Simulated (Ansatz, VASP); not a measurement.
## LiCl: VASP beside Ansatz

The input INCAR:

```
  PREC = Accurate
  ENCUT = 520
  EDIFF = 1E-6
  ISMEAR = -1
  SIGMA = 0.05
  LREAL = F
  LASPH = T
  NELM = 60
  ALGO = Normal
  ISIF = 2
  LWAVE = F
  LCHARG = F
  GGA = B5
  ALDAX = 1.0
  AGGAX = 1.0
  AGGAC = 1.0
  ALDAC = 0.0
  NBANDS = 12
```

The input KPOINTS:

```
Automatic mesh
0
Gamma
  9 9 9
```

POSCAR

```
LiCl
1.0
    0.0000000000      2.5647700000      2.5647700000
    2.5647700000      0.0000000000      2.5647700000
    2.5647700000      2.5647700000      0.0000000000
Cl Li
1 1
Direct
    0.5000000000      0.5000000000      0.5000000000
    0.0000000000      0.0000000000      0.0000000000
```

File input.yaml:

```yaml
crystal:
  lattice:
    - [0.0, 2.56477, 2.56477]
    - [2.56477, 0.0, 2.56477]
    - [2.56477, 2.56477, 0.0]
  atoms:
    - { symbol: Cl, position: [0.5, 0.5, 0.5] }
    - { symbol: Li, position: [0.0, 0.0, 0.0] }
kpoints:
  mp_grid: { grid: [9, 9, 9] }
  band_path:
    path:
      - [0.0, 0.0, 0.0]
      - [0.5, 0.0, 0.5]
      - [0.5, 0.25, 0.75]
      - [0.375, 0.375, 0.75]
      - [0.0, 0.0, 0.0]
      - [0.5, 0.5, 0.5]
      - [0.625, 0.25, 0.625]
      - [0.5, 0.25, 0.75]
    npoints: 8
scf:
  occupations: { method: fermi_dirac, width: 0.05 }
hamiltonian:
  xc: blyp
  pseudopotentials: { kind: all_electron, lapw: { basis_error: 0.001 } }
output:
  forces: true
  stress: true
  eigenvalues: true
```

Alike in both runs: functional BLYP; k mesh 9 × 9 × 9; occupations fermi-dirac, width 0.05 eV; no spin polarisation.

```csv
,VASP,Ansatz
version,VASP 6.6.1,Ansatz 0.2.0
potentials or method,"VASP PAW PBE potentials, release 64 (Cl, Li_sv)","all-electron LAPW, scalar-relativistic"
plane-wave cutoff (eV),520,see its input
task,single point,band structure
```

Ansatz gave:

| Property | Result |
| --- | --- |
| gap on the k mesh at the Fermi level (eV) | 6.47 |
| least direct gap on the mesh (eV) | 6.47 |

Problem. Estimate VASP's values.

Solution. gap on the k mesh at the Fermi level (eV): 6.50; least direct gap on the mesh (eV): 6.50.

Ansatz ran all-electron here, so the differences hold the error of VASP's frozen core and of both bases.

Caveats: an odd mesh through Γ misses points on the zone boundary, where band edges often lie (VASP). Expect the measured gap to be larger: semilocal functionals such as BLYP lack the derivative discontinuity.
